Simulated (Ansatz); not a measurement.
# Ir (Fm-3m) in Ansatz: further runs

One crystal, Ir, is run at these levels: r2SCAN; tasks: single point, equation of state.

All numbers are computed with Ansatz 0.2.0; they aren't measurements. Logs are shortened: lines on timing, memory, paths and dates and some standing lists are left out, and cuts for length are marked.

## (1) The structure

It takes space group Fm-3m (No. 225, cubic). Conventional cell: a = 3.831 Å, b = 3.831 Å, c = 3.831 Å, α = 90.00°, β = 90.00°, γ = 90.00°. Ir (site symmetry m-3m) has 12 Ir at 2.71 Å as nearest neighbours.

## (2) Single point, r2SCAN, 13.22 Å³/atom (volume scaled by 0.94)

Contents of input.yaml:

```yaml
crystal:
  lattice:
    - [0.0, 1.8764951499, 1.8764951499]
    - [1.8764951499, 0.0, 1.8764951499]
    - [1.8764951499, 1.8764951499, 0.0]
  atoms:
    - { symbol: Ir, position: [0.0, 0.0, 0.0] }
hamiltonian:
  xc: r2scan
  pseudopotentials: { kind: paw }
kpoints:
  mp_grid: { grid: [12, 12, 12] }
scf:
  occupations: { method: fermi_dirac, width: 0.05 }
output:
  forces: true
  stress: true
  eigenvalues: true
  write_density: true
  write_potential: true
  elf: true
  volumetric_format: npy
```

Potentials or basis: Ansatz PAW.

Run with:

```
> ansatz run input.yaml --threads 2 --pin off --max-ram 5632MiB --backend cpu --events-out ev --progress --plain --runs-dir out
```

Standard output:

```text
Warning: RAYON_NUM_THREADS=2 ignored (pool sized by the plan → 2); use --threads N
Engine: ansatz 0.2.0, aarch64-unknown-linux-gnu
Pseudopotentials: kind: paw
Pseudopotential: Ir, paw, valence charge 17, recommended cutoff 500 eV (meta_gga), Ir.paw.azcp
Functional definition: r2SCAN
  parameter k0 = 0.174
  parameter k1 = 0.065
  parameter a1 = 4.9479
  exchange = r2scan_x(k0 = k0, k1 = k1, a1 = a1)
  correlation = r2scan_c
Crystal: 1 atoms, lattice volume = 13.215 Å³
Basis set: ecut = 500 eV, 331 PW (Γ), exchange–correlation on 80×80×80 points (64 copies of the dense FFT grid, shifted against one another)
Bands: 13, of which v1, the nominal top of the filled ones, is band 9 counted from 1 (8 counted from 0)
Symmetry: 48 space group operations
Space group: Fm-3m (ITA 225), of the structure as read, at distance tolerance 2.4e-5 Å
k-points: 72 of 1728
Non-local potential: Ir, projectors of the file, l = 0: 3, l = 1: 2, l = 2: 2, l = 3: 1
PAW form: soft (Blöchl's): semilocal exchange-correlation on the pseudo side does not see the compensation charge
PAW frozen core: Ir, regenerated for the run's functional (the file was generated under x = pbe(κ = 0.804, μ = 0.2195149727645171), c = pbe(β = 0.06672455060314922))
PAW one-centre angular grid: Ir, 590 points (default); XC on 160 Gauss nodes
Initial density: superposition of atomic densities (neutral atoms: chi_scale 0, normalization atom), corrected by the library's trained network
Initial wavefunctions: pseudopotential atomic-orbital guess
Functional: x = r2scan, c = r2scan; τ floored in thin density (d = 2e-4 eV/Å³)
SCF iter   1: F=—  HF=-11948.619510 eV  |F-HF|=—  |Δ(HF+E_count)|=         —  Δρ=1.15e-2  dr2=8.01e-3  dr2_τ=4.90e-2  ethr=1.77e-3  ⟨swp⟩=5.6  Hψ=5378  notcnv=0
preconditioner: auto → none  [metal: Δε(μ)=0.159 eV  Ē_g=15.828 eV  σ=0.050 eV  W_gap=0.48  n_scr=0 (ndim 8)  ℏωp=30.6 eV  f_vac=0.000  D(μ)=0.47/eV (n_scr^D=0)]
SCF iter   2: F=—  HF=-11948.651954 eV  |F-HF|=—  |Δ(HF+E_count)|=   3.24e-2  Δρ=5.11e-3  dr2=9.31e-4  dr2_τ=4.28e-4  ethr=4.71e-5  ⟨swp⟩=2.0  Hψ=2147  notcnv=0  defer=6
SCF iter   3: F=—  HF=-11948.652590 eV  |F-HF|=—  |Δ(HF+E_count)|=   6.36e-4  Δρ=1.36e-3  dr2=5.98e-5  dr2_τ=1.98e-5  ethr=5.48e-6  ⟨swp⟩=1.7  Hψ=1185  notcnv=0  defer=6
SCF iter   4: F=—  HF=-11948.652652 eV  |F-HF|=—  |Δ(HF+E_count)|=   6.18e-5  Δρ=1.05e-4  dr2=3.46e-7  dr2_τ=9.40e-8  ethr=3.52e-7  ⟨swp⟩=2.4  Hψ=1402  notcnv=0  defer=6
iter 5 did not close the SCF: its close was put off for the readings that it lacked (scf_convergence_deferred on its scf_iter line)
SCF iter   5: F=-11948.652653 eV  HF=-11948.652653 eV  |F-HF|=8.62e-9  |Δ(HF+E_count)|=   8.13e-7  Δρ=1.75e-5  dr2=2.74e-8  dr2_τ=6.30e-9  ethr=2.04e-9  ⟨swp⟩=2.3  Hψ=1536  notcnv=0  defer=6
SCF iter   6: F=-11948.652653 eV  HF=-11948.652653 eV  |F-HF|=2.60e-10  |Δ(HF+E_count)|=  2.98e-10  Δρ=1.61e-6  dr2=7.84e-11  dr2_τ=6.54e-11  ethr=1.61e-10  ⟨swp⟩=5.3  Hψ=4862  notcnv=0
SCF 1 converged in 6 iterations: F = -11948.652653 eV  dr2 = 7.84e-11
SCF converged after 6 iterations
Free energy (F): -11948.652653 eV
Harris-Foulkes:  -11948.652653 eV  (|F-HF|=2.60e-10)
Internal energy: -11948.648606 eV  (E = F + TS)
E sigma→0 (E₀):  -11948.650629 eV
Entropy (-TS):   -0.004047 eV (-4.047 meV/atom)
Fermi energy:    27.910182 eV
--- Per-component energies (eV) ---
  E_band       = -67.636186
  E_kinetic    = 627.149074
  E_local      = -987.553211  (includes V_loc(G=0)·N_el)
  E_nonlocal   = 74.200153
  E_hartree    = 386.750018
  E_xc         = -256.836670
  E_vxc        = -335.562112  (∫ρ·V_xc dr)
  E_paw        = -9250.082402  (= ΣΔE_a)
  E_vpaw       = -240.161491  (= ΣTr[D̂ρ^β])
  E_aug_tail   = -0.000031  (compensation charges beyond the density's cutoff)
  E_vtau       = 20.791423  (kinetic-family band-sum trace: ∫τ·v_τ [+ j·A + Jᵃ·Aᵃ] dr)
  E_ewald      = -2541.958643
  E_core_change = -0.316894  (= ΣΔE_core)
  E_smearing   = -0.004047  (= −TS)
  E_closure    = -0.000000  (closes the sum)
  Σ components = -11948.652653   (vs F -11948.652653, Δ=0.00e0)
--- Forces (eV/Å), atoms counted from 1 ---
  atom   1  Ir    -0.00000000     0.00000000    -0.00000000
  max |Σ_I F_I| component: 9.04e-32 eV/Å
--- Stress (GPa, compression-positive) ---
       32.117421       0.000000       0.000000
       -0.000000      32.117421      -0.000000
        0.000000       0.000000      32.117421
  P = ⅓ Tr σ = 32.1174 GPa (321.174 kbar)
--- Band table (eV; the first three rows and the last of 72) ---
  k-point 0: bands = ["-67.3074", "-23.0525", "-23.0525", "-23.0525", "15.6000", "23.4163", "23.4163", "23.4163", "26.4502", "26.4502", "41.8824", "48.0708", "48.0708"]
  k-point 1: bands = ["-67.3005", "-23.1283", "-23.0626", "-23.0626", "15.9470", "23.2275", "23.5643", "23.5643", "26.3522", "26.3522", "42.4883", "46.7577", "48.6565"]
  k-point 2: bands = ["-67.2817", "-23.3324", "-23.0901", "-23.0901", "16.8863", "22.8574", "23.8601", "23.8601", "26.2587", "26.2587", "43.7615", "44.7769", "50.3116"]
  k-point 71: bands = ["-67.1699", "-23.7631", "-23.7631", "-23.4605", "20.6741", "22.2962", "22.2962", "25.7248", "29.6559", "37.1682", "37.8434", "37.8434", "42.5887"]
```

Wall time 1.3 s (2 threads of Arm Neoverse V2, shared host); peak memory 0.3 GiB.

Results:

```
Free energy            : -11948.6527 eV
Pressure               : 32.1 GPa
Band gap on the k mesh : none (metal or under the smearing width)
```

Caveat: the PAW data sets come from PBE, with cores solved anew for the run's functional, which leaves a small shift of forces and pressure.

## (3) Single point, r2SCAN, 13.50 Å³/atom (volume scaled by 0.96)

Contents of input.yaml:

```yaml
crystal:
  lattice:
    - [0.0, 1.8897103398, 1.8897103398]
    - [1.8897103398, 0.0, 1.8897103398]
    - [1.8897103398, 1.8897103398, 0.0]
  atoms:
    - { symbol: Ir, position: [0.0, 0.0, 0.0] }
hamiltonian:
  xc: r2scan
  pseudopotentials: { kind: paw }
kpoints:
  mp_grid: { grid: [12, 12, 12] }
scf:
  occupations: { method: fermi_dirac, width: 0.05 }
output:
  forces: true
  stress: true
  eigenvalues: true
```

Potentials or basis: Ansatz PAW.

Run with:

```
> ansatz run input.yaml --threads 2 --pin off --max-ram 5632MiB --backend cpu --events-out ev --progress --plain --runs-dir out
```

It took 1 s on 2 threads of Arm Neoverse V2, shared host; peak memory 0.29 GiB.

Results (log left out):

```yaml
Free_energy: -11948.6995 eV
Pressure: 21.4 GPa
Band_gap_on_the_k_mesh: none (metal or under the smearing width)
```

Caveat: the PAW data sets come from PBE, with cores solved anew for the run's functional, which leaves a small shift of forces and pressure.

## (4) Single point, r2SCAN, 13.78 Å³/atom (volume scaled by 0.98)

input.yaml, as its differences from that of step 3:

```diff
@@ -2,5 +2,5 @@
   lattice:
-    - [0.0, 1.8897103398, 1.8897103398]
-    - [1.8897103398, 0.0, 1.8897103398]
-    - [1.8897103398, 1.8897103398, 0.0]
+    - [0.0, 1.9027432368, 1.9027432368]
+    - [1.9027432368, 0.0, 1.9027432368]
+    - [1.9027432368, 1.9027432368, 0.0]
   atoms:
```

Run with:

```
> ansatz run input.yaml --threads 2 --pin off --max-ram 5632MiB --backend cpu --events-out ev --progress --plain --runs-dir out
```

Wall time 1.1 s (2 threads of Arm Neoverse V2, shared host); peak memory 0.29 GiB.

The run converged. Its results:

```
Free energy            : -11948.7286 eV
Pressure               : 11.9 GPa
Band gap on the k mesh : none (metal or under the smearing width)
```

Caveat: the PAW data sets come from PBE, with cores solved anew for the run's functional, which leaves a small shift of forces and pressure.

## (5) Single point, r2SCAN, 14.06 Å³/atom

input.yaml, as its differences from that of step 4:

```diff
@@ -2,5 +2,5 @@
   lattice:
-    - [0.0, 1.9027432368, 1.9027432368]
-    - [1.9027432368, 0.0, 1.9027432368]
-    - [1.9027432368, 1.9027432368, 0.0]
+    - [0.0, 1.9156, 1.9156]
+    - [1.9156, 0.0, 1.9156]
+    - [1.9156, 1.9156, 0.0]
   atoms:
```

Run with:

```
> ansatz run input.yaml --threads 2 --pin off --max-ram 5632MiB --backend cpu --events-out ev --progress --plain --runs-dir out
```

Run time: 1.2 s. Hardware: 2 threads of Arm Neoverse V2, shared host; peak memory 0.3 GiB.

Results (log left out):

| Item | Value |
| --- | --- |
| Free energy | -11948.7420 eV |
| Pressure | 3.5 GPa |
| Band gap on the k mesh | none (metal or under the smearing width) |

Caveat: the PAW data sets come from PBE, with cores solved anew for the run's functional, which leaves a small shift of forces and pressure.

## (6) Single point, r2SCAN, 14.34 Å³/atom (volume scaled by 1.02)

input.yaml, as its differences from that of step 5:

```diff
@@ -2,5 +2,5 @@
   lattice:
-    - [0.0, 1.9156, 1.9156]
-    - [1.9156, 0.0, 1.9156]
-    - [1.9156, 1.9156, 0.0]
+    - [0.0, 1.9282864624, 1.9282864624]
+    - [1.9282864624, 0.0, 1.9282864624]
+    - [1.9282864624, 1.9282864624, 0.0]
   atoms:
```

Potentials or basis: Ansatz PAW.

Run with:

```
> ansatz run input.yaml --threads 2 --pin off --max-ram 5632MiB --backend cpu --events-out ev --progress --plain --runs-dir out
```

It took 1.2 s on 2 threads of Arm Neoverse V2, shared host; peak memory 0.3 GiB.

It converged, with:

```
Free energy            : -11948.7415 eV
Pressure               : -4.0 GPa
Band gap on the k mesh : none (metal or under the smearing width)
```

Caveat: the PAW data sets come from PBE, with cores solved anew for the run's functional, which leaves a small shift of forces and pressure.

## (7) Single point, r2SCAN, 14.62 Å³/atom (volume scaled by 1.04)

Contents of input.yaml:

```yaml
crystal:
  lattice:
    - [0.0, 1.940808154, 1.940808154]
    - [1.940808154, 0.0, 1.940808154]
    - [1.940808154, 1.940808154, 0.0]
  atoms:
    - { symbol: Ir, position: [0.0, 0.0, 0.0] }
hamiltonian:
  xc: r2scan
  pseudopotentials: { kind: paw }
kpoints:
  mp_grid: { grid: [12, 12, 12] }
scf:
  occupations: { method: fermi_dirac, width: 0.05 }
output:
  forces: true
  stress: true
  eigenvalues: true
  write_density: true
  write_potential: true
  elf: true
  volumetric_format: npy
```

Run with:

```
> ansatz run input.yaml --threads 2 --pin off --max-ram 5632MiB --backend cpu --events-out ev --progress --plain --runs-dir out
```

It took 1.6 s on 2 threads of Arm Neoverse V2, shared host; peak memory 0.33 GiB.

It converged, with:

```yaml
Free_energy: -11948.7286 eV
Pressure: -10.6 GPa
Band_gap_on_the_k_mesh: none (metal or under the smearing width)
```

Caveat: the PAW data sets come from PBE, with cores solved anew for the run's functional, which leaves a small shift of forces and pressure.

## (8) Single point, r2SCAN, 14.90 Å³/atom (volume scaled by 1.06)

input.yaml, as its differences from that of step 7:

```diff
@@ -2,5 +2,5 @@
   lattice:
-    - [0.0, 1.940808154, 1.940808154]
-    - [1.940808154, 0.0, 1.940808154]
-    - [1.940808154, 1.940808154, 0.0]
+    - [0.0, 1.9531703226, 1.9531703226]
+    - [1.9531703226, 0.0, 1.9531703226]
+    - [1.9531703226, 1.9531703226, 0.0]
   atoms:
```

Run with:

```
> ansatz run input.yaml --threads 2 --pin off --max-ram 5632MiB --backend cpu --events-out ev --progress --plain --runs-dir out
```

Run time: 1.7 s. Hardware: 2 threads of Arm Neoverse V2, shared host; peak memory 0.33 GiB.

It converged, with:

```yaml
Free_energy: -11948.7048 eV
Pressure: -16.4 GPa
Band_gap_on_the_k_mesh: none (metal or under the smearing width)
```

Caveat: the PAW data sets come from PBE, with cores solved anew for the run's functional, which leaves a small shift of forces and pressure.

## (9) Equation of state, r2SCAN

Potentials or basis: Ansatz PAW.

No new run: the results of the series are fitted here.

Results:

```yaml
Equilibrium_volume: 14.19 Å³/atom
Bulk_modulus: 379 GPa
Pressure_derivative_of_the_bulk_modulus: 5.0
```

Energy against volume, from the lowest point:
```
volume (Å³/atom)  energy (meV/atom)
          13.215              89.33
          13.496              42.52
          13.778              13.42
          14.059               0.00
          14.340               0.53
          14.621              13.40
          14.902              37.22
```

Caveat: the PAW data sets were made with another functional, which shifts forces and pressure a little.
